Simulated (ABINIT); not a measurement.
Pd:

```
Pd
1.0
     2.78367    0.00000    0.00000
    -1.39183    2.41072    0.00000
     0.00000    0.00000    4.62889
Pd
2
Cartesian
  0.0000 1.6071 1.1572
  1.3918 0.8036 3.4717
```

This isn't the form of Pd at room conditions, which is fcc.

Base run:

| Item | Value |
| --- | --- |
| Program | ABINIT 10.8.3 (patched build) |
| Functional | PBE |
| Potentials or basis | JTH PAW PBE v2.0 |
| Cutoff | 707 eV |
| k mesh | 11 × 11 × 6 |
| Occupations | fermi-dirac, width 0.05 eV |
| Spin | no spin polarisation |

Its results: band gap on the k mesh none (metal or under the smearing width); pressure -1.8 GPa.

**Question.** The run is repeated on the same cell with these changes: functional from PBE to WC. What comes out?

**Answer.** Band gap on the k mesh none (metal or under the smearing width); pressure -9.5 GPa.

WC binds more tightly than PBE, so the same cell stands under less pressure.

Caveats: the PAW data sets were made with another functional, which shifts forces and pressure a little (some runs).
